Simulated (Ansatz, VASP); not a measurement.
## BaS in VASP and in Ansatz

The input INCAR:

```
  PREC = Accurate
  ENCUT = 520
  EDIFF = 1E-6
  ISMEAR = -1
  SIGMA = 0.01
  LREAL = F
  LASPH = T
  NELM = 100
  ALGO = Normal
  ISIF = 2
  LWAVE = F
  LCHARG = F
  GGA = PE
  NBANDS = 15
```

The input KPOINTS:

```
Automatic mesh
0
Gamma
  7 7 7
```

File POSCAR:

```
BaS
1.0
   -0.1277500000      3.1298750000      3.1298750000
    3.1298750000     -0.1277500000      3.1298750000
    3.1298750000      3.1298750000     -0.1277500000
Ba S
1 1
Direct
    0.0000000000      0.0000000000      0.0000000000
    0.5000000000      0.5000000000      0.5000000000
```

Input for Ansatz:

```yaml
crystal:
  lattice:
    - [-0.12775, 3.129875, 3.129875]
    - [3.129875, -0.12775, 3.129875]
    - [3.129875, 3.129875, -0.12775]
  atoms:
    - { symbol: Ba, position: [0.0, 0.0, 0.0] }
    - { symbol: S, position: [0.5, 0.5, 0.5] }
kpoints:
  mp_grid: { grid: [7, 7, 7] }
scf:
  occupations: { method: fermi_dirac, width: 0.01 }
hamiltonian:
  xc: pbe
  pseudopotentials: { kind: all_electron, lapw: { basis_error: 0.00025 } }
output:
  forces: true
  stress: true
  eigenvalues: true
```

Change from the starting cell: equal xy, yz and zx shear strains of -4 %.

Alike in both runs: task single point; functional PBE; k mesh 7 × 7 × 7; occupations fermi-dirac, width 0.01 eV; no spin polarisation.

```csv
,VASP,Ansatz
version,VASP 6.6.1,Ansatz 0.2.0
potentials or method,"VASP PAW PBE potentials, release 64 (Ba_sv, S)","all-electron LAPW, scalar-relativistic"
plane-wave cutoff (eV),520,see its input
```

```tsv
	VASP	Ansatz	Ansatz less VASP
gap on the k mesh at the Fermi level (eV)	2.06	2.16	+0.097
pressure (GPa)	1.4	0.8	-0.60
largest component of the traceless stress (GPa)	0.65	0.65	+0.001
```

Ansatz ran all-electron here, so the differences hold the error of VASP's frozen core and of both bases.

Caveats: spin-orbit coupling is left out, which moves the levels of the heavy elements; an odd mesh through Γ misses points on the zone boundary, where band edges often lie.
